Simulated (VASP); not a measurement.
# LaB6 (Pm-3m) in VASP: further runs

The runs below take LaB6 through single point, with r2SCAN, r2SCAN+U.

Everything below comes from runs of VASP 6.6.1. Logs are shortened: lines on timing, memory, paths and dates and some standing lists are left out, and cuts for length are marked.

## Step 1: The structure

Symmetry: Pm-3m, No. 221, cubic system. Conventional cell: a = 4.330 Å, b = 4.330 Å, c = 4.330 Å, α = 90.00°, β = 90.00°, γ = 90.00°. La (site symmetry m-3m) is surrounded by 24 B at 3.18 Å. B (site symmetry 4mm) is surrounded by 5 B at 1.73 to 1.84 Å.

The cell was built by a generator and needn't be a form met in nature.

## Step 2: Single point, r2SCAN

Contents of POSCAR:

```
LaB6
1.0
    4.3297120000      0.0000000000      0.0000000000
    0.0000000000      4.3297120000      0.0000000000
    0.0000000000      0.0000000000      4.3297120000
La B
1 6
Direct
    0.0000000000      0.0000000000      0.0000000000
    0.5000000000      0.5000000000      0.2000000000
    0.5000000000      0.5000000000      0.8000000000
    0.2000000000      0.5000000000      0.5000000000
    0.8000000000      0.5000000000      0.5000000000
    0.5000000000      0.2000000000      0.5000000000
    0.5000000000      0.8000000000      0.5000000000
```

Contents of INCAR.step1:

```
PREC = Accurate ; ENCUT = 520
ISMEAR = -1 ; SIGMA = 0.1
LREAL = False ; LASPH = True
NELM = 60 ; NBANDS = 24
GGA = PE ; ALGO = Normal
EDIFF = 1E-4 ; LWAVE = True
LCHARG = False
```

Contents of INCAR.step2:

```
PREC = Accurate ; ENCUT = 520
EDIFF = 1E-7 ; ISMEAR = -1
SIGMA = 0.1 ; LREAL = False
LASPH = True ; NELM = 60
ALGO = Normal ; ISIF = 2
LWAVE = False ; LCHARG = False
METAGGA = R2SCAN ; LMIXTAU = True
NBANDS = 24 ; ISTART = 1
```

Contents of KPOINTS:

```
regular mesh
0
Gamma
  4 4 4
```

Potentials or basis: VASP PAW PBE potentials, release 64 (La, B).

Command:

```console
$ cat potpaw_PBE.64/La/POTCAR potpaw_PBE.64/B/POTCAR > POTCAR
$ cp INCAR.step1 INCAR
$ mpirun -np 1 vasp_std > vasp.out
$ cp INCAR.step2 INCAR
$ mpirun -np 1 vasp_std > vasp.out
```

OUTCAR:

```text
PREC = Accurate
   ENCUT = 520
   EDIFF = 1E-7
   ISMEAR = -1
   LREAL = False
   LASPH = True
   NELM = 60
   ISIF = 2
   METAGGA = R2SCAN
   ISTART = 1

 ion  position               nearest neighbor table
   1  0.000  0.000  0.000-
   2  0.500  0.500  0.200-   3 1.73   4 1.84   5 1.84   6 1.84   7 1.84
   3  0.500  0.500  0.800-   2 1.73   4 1.84   5 1.84   6 1.84   7 1.84
   4  0.200  0.500  0.500-   5 1.73   3 1.84   2 1.84   6 1.84   7 1.84
   5  0.800  0.500  0.500-   4 1.73   3 1.84   2 1.84   6 1.84   7 1.84
   6  0.500  0.200  0.500-   7 1.73   3 1.84   4 1.84   5 1.84   2 1.84
   7  0.500  0.800  0.500-   6 1.73   3 1.84   4 1.84   5 1.84   2 1.84

  LATTYP: Found a simple cubic cell.
 ALAT       =     4.3297120000

  Lattice vectors:

 A1 = (   4.3297120000,   0.0000000000,   0.0000000000)
 A2 = (   0.0000000000,   4.3297120000,   0.0000000000)
 A3 = (   0.0000000000,   0.0000000000,   4.3297120000)

Analysis of symmetry for initial positions (statically):
=====================================================================
 Subroutine PRICEL returns:
 Original cell was already a primitive cell.

 Routine SETGRP: Setting up the symmetry group for a
 simple cubic supercell.

 Subroutine GETGRP returns: Found 48 space group operations
 (whereof 48 operations were pure point group operations)
 out of a pool of 48 trial point group operations.

The static configuration has the point symmetry O_h .

Analysis of symmetry for dynamics (positions and initial velocities):
=====================================================================
 Subroutine PRICEL returns:
 Original cell was already a primitive cell.

 Routine SETGRP: Setting up the symmetry group for a
 simple cubic supercell.

 Subroutine GETGRP returns: Found 48 space group operations
 (whereof 48 operations were pure point group operations)
 out of a pool of 48 trial point group operations.

The dynamic configuration has the point symmetry O_h .

 Subroutine INISYM returns: Found 48 space group operations
 (whereof 48 operations are pure point group operations),
 and found     1 'primitive' translations

----------------------------------------------------------------------------------------

                                     Primitive cell

[... 85 lines left out ...]
   EDIFF  = 0.1E-06   stopping-criterion for ELM
   LREAL  =      F    real-space projection
   EDIFFG = 0.1E-05   stopping-criterion for IOM
   NSW    =      0    number of steps for IOM
   IBRION =     -1    ionic relax: 0-MD 1-quasi-New 2-CG
   NFREE  =      0    steps in history (QN), initial steepest desc. (CG)
   ISIF   =      2    stress and relaxation
   ISYM   =      2    0-nonsym 1-usesym 2-fastsym
   POTIM  = 0.5000    time-step for ionic-motion
   TEBEG  =    0.0;   TEEND  =   0.0 temperature during run
   PSTRESS=    0.0 pullay stress
   NELECT =      29.0000    total number of electrons
   NUPDOWN=      -1.0000    fix difference up-down
   EMIN   =  10.00;   EMAX   =-10.00  energy-range for DOS
   EFERMI =   0.00;   METHOD = LEGACY
   ISMEAR =    -1;   SIGMA  =   0.10  broadening in eV -4-tet -1-fermi 0-gaus
   EFERMI_NEDOS =   21; number of points for ismear=-14 and -15
   IALGO  =     38    algorithm
   IMIX   =      4    mixing-type and parameters
     AMIX     =   0.40;   BMIX     =  1.00
     AMIX_MAG =   1.60;   BMIX_MAG =  1.00
  volume/ion in A,a.u.               =      11.60        78.25
  Fermi-wavevector in a.u.,A,eV,Ry     =   1.161667  2.195233 18.360671  1.349471
  Thomas-Fermi vector in A             =   2.298237
   LORBIT       =      0    0 simple, 1 ext, 2 COOP (PROOUT), +10 PAW based schemes
   METAGGA = R2SCAN    functional components
   LHFCALC =     F    Hartree Fock is set to
   AEXX    =    0.0000 exact exchange contribution
   IVDW    =     0    specifies the selected vdW correction
   LEPSILON=     F    determine dielectric tensor
   LRPA    =     F    only Hartree local field effects (RPA)
 non-spin polarized calculation
  energy-cutoff  :      520.00
  volume of cell :       81.17
 maximum number of plane-waves:      2272
   NGX = 17   NGY = 17   NGZ = 17

 number of electron      29.0000000 magnetization

 Free energy of the ion-electron system (eV)
  ---------------------------------------------------
  ext. energy  EPLUGINS =         0.00000000
  ---------------------------------------------------
  free energy    TOTEN  =       -77.59587631 eV

  energy without entropy =      -77.54138881  energy(sigma->0) =      -77.56863256

 E-fermi :   7.6689     XC(G=0): -11.3647

 val. band max:        7.6394266807   @ k =   0.2500   0.2500   0.0000
 cond. band min:       7.7498234202   @ k =   0.2500   0.2500   0.0000
 fundamental gap:      0.1103967395
 Fermi energy:         7.6689107613

 k-point     1 :       0.0000    0.0000    0.0000
  band No.  band energies     occupation
      1     -27.1572      2.00000
      2     -10.3896      2.00000
      3     -10.3896      2.00000
      4     -10.3896      2.00000
      5      -8.0720      2.00000
      6      -0.1665      2.00000
[... 259 lines left out ...]
     23      11.4053      0.00000
     24      11.5018      0.00000

------------------------ aborting loop because EDIFF is reached ----------------------------------------

  FORCE on cell =-STRESS in cart. coord.  units (eV):
  Direction    XX          YY          ZZ          XY          YZ          ZX
  --------------------------------------------------------------------------------------
  -------------------------------------------------------------------------------------
  Total       -9.1650760     -9.1650760     -9.1650760      0.0000000      0.0000000      0.0000000
  in kB     -180.9129382   -180.9129382   -180.9129382      0.0000000      0.0000000      0.0000000
  external PRESSURE =    -180.9129382 kB  Pullay stress =       0.0000000 kB

 VOLUME and BASIS-vectors are now :
 -----------------------------------------------------------------------------
  energy-cutoff  :      520.00
  volume of cell :       81.17
      direct lattice vectors                 reciprocal lattice vectors
     4.329712000  0.000000000  0.000000000     0.230962244  0.000000000  0.000000000
     0.000000000  4.329712000  0.000000000     0.000000000  0.230962244  0.000000000
     0.000000000  0.000000000  4.329712000     0.000000000  0.000000000  0.230962244

 POSITION                                       TOTAL-FORCE (eV/Angst)
 -----------------------------------------------------------------------------------
      0.00000      0.00000      0.00000         0.000000      0.000000     -0.000000
      2.16486      2.16486      0.86594         0.000000     -0.000000      0.409675
      2.16486      2.16486      3.46377         0.000000      0.000000     -0.409675
      0.86594      2.16486      2.16486         0.409675     -0.000000     -0.000000
      3.46377      2.16486      2.16486        -0.409675      0.000000      0.000000
      2.16486      0.86594      2.16486         0.000000      0.409675      0.000000
      2.16486      3.46377      2.16486         0.000000     -0.409675      0.000000
 -----------------------------------------------------------------------------------
    total drift:                                0.000000     -0.000000     -0.000000

  FREE ENERGIE OF THE ION-ELECTRON SYSTEM (eV)
  ---------------------------------------------------
  free  energy   TOTEN  =       -77.5958763065 eV

  energy  without entropy=      -77.5413888147  energy(sigma->0) =      -77.56863256
```

Run time: 81 s. Hardware: 1 thread of Intel Xeon Platinum 8559C (Emerald Rapids), shared host; peak memory 0.19 GiB.

What came out:

- Free energy: -77.5959 eV
- Pressure: -18.1 GPa
- Largest force: 0.410 eV/Å
- Band gap on the k mesh: none (metal or under the smearing width)

Forces in eV/Å, atoms in the order of the input:
```
La   0.000  0.000  0.000
B    0.000  0.000  0.410
B    0.000  0.000 -0.410
B    0.410  0.000  0.000
B   -0.410  0.000  0.000
B    0.000  0.410  0.000
B    0.000 -0.410  0.000
```

Levels at points of the mesh, in eV from the Fermi level:
| k point | band 12 | band 13 | band 14 | band 15 | band 16 | band 17 |
| --- | --- | --- | --- | --- | --- | --- |
| (0.00, 0.00, 0.00) | -1.87 | -1.87 | -1.87 | 0.23 | 0.23 | 0.23 |
| (0.50, 0.00, 0.00) | -3.53 | -3.28 | -2.25 | -1.51 | 1.33 | 1.34 |
| (0.50, 0.50, 0.00) | -4.33 | -2.97 | -2.97 | 0.94 | 0.94 | 1.70 |
| (0.50, 0.50, 0.50) | -2.49 | -2.49 | -2.49 | 1.33 | 1.55 | 1.55 |

Caveat: the k mesh is coarse (spacing up to 0.36 Å⁻¹), so the values aren't converged; so large a pressure means that the cell lies far from this level's equilibrium, or that cutoff or potentials fall short; the potentials were made for another functional, which shifts forces and pressure.

## Step 3: Single point, r2SCAN+U

POSCAR is that of step 2.

Contents of INCAR.step1:

```
SYSTEM = LaB6
  ALGO = Normal
  EDIFF = 1E-4
  ENCUT = 520
  GGA = PE
  ISMEAR = -1
  LASPH = .True.
  LCHARG = .False.
  LDAU = .True.
  LDAUJ = 0 0
  LDAUL = 3 -1
  LDAUTYPE = 2
  LDAUU = 5 0
  LMAXMIX = 6
  LREAL = .False.
  LWAVE = .True.
  NBANDS = 24
  NELM = 150
  PREC = Accurate
  SIGMA = 0.1
```

Contents of INCAR.step2:

```
SYSTEM = LaB6
  ALGO = Normal
  EDIFF = 1E-6
  ENCUT = 520
  ISIF = 2
  ISMEAR = -1
  ISTART = 1
  LASPH = .True.
  LCHARG = .False.
  LDAU = .True.
  LDAUJ = 0 0
  LDAUL = 3 -1
  LDAUPRINT = 1
  LDAUTYPE = 2
  LDAUU = 5 0
  LMAXMIX = 6
  LMIXTAU = .True.
  LREAL = .False.
  LWAVE = .False.
  METAGGA = R2SCAN
  NBANDS = 24
  NELM = 150
  PREC = Accurate
  SIGMA = 0.1
```

Contents of KPOINTS:

```
k-points
0
Gamma
  4 4 4
  0 0 0
```

Potentials or basis: VASP PAW PBE potentials, release 64 (La, B).

Command:

```console
$ cat potpaw_PBE.64/La/POTCAR potpaw_PBE.64/B/POTCAR > POTCAR
$ cp INCAR.step1 INCAR
$ mpirun -np 1 vasp_std > vasp.out
$ cp INCAR.step2 INCAR
$ mpirun -np 1 vasp_std > vasp.out
```

Run time: 2.9 min. Hardware: 1 thread of Intel Xeon Platinum 8559C (Emerald Rapids), shared host; peak memory 0.19 GiB.

The run converged. Its results:

```yaml
Free_energy: -77.2695 eV
Pressure: -17.4 GPa
Largest_force: 0.479 eV/Å
Band_gap_on_the_k_mesh: none (metal or under the smearing width)
```

Forces on the atoms (eV/Å):
```
La   0.000  0.000  0.000
B    0.000  0.000  0.479
B    0.000  0.000 -0.479
B    0.479  0.000  0.000
B   -0.479  0.000  0.000
B    0.000  0.479  0.000
B    0.000 -0.479  0.000
```

Levels at points of the mesh, in eV from the Fermi level:
```tsv
k point	band 12	band 13	band 14	band 15	band 16	band 17
(0.00, 0.00, 0.00)	-1.99	-1.99	-1.99	0.59	0.59	0.59
(0.50, 0.00, 0.00)	-3.59	-3.37	-2.43	-1.51	1.16	1.16
(0.50, 0.50, 0.00)	-4.45	-3.03	-3.03	1.47	1.47	2.23
(0.50, 0.50, 0.50)	-2.57	-2.57	-2.57	2.55	3.11	3.11
```

Eigenvalues of the final occupation matrices:
| site | spin | trace | eigenvalues |
| --- | --- | --- | --- |
| site 1 f | 1 | 0.04 | 0.00 0.00 0.00 0.01 0.01 0.01 0.01 |
| site 1 f | 2 | 0.04 | 0.00 0.00 0.00 0.01 0.01 0.01 0.01 |

Caveat: the k mesh is coarse (spacing up to 0.36 Å⁻¹), so the values aren't converged; the PAW data sets were made with another functional, which shifts forces and pressure a little; U without spin polarisation on a metal has little footing; the U is typed as a test and isn't derived for this compound.
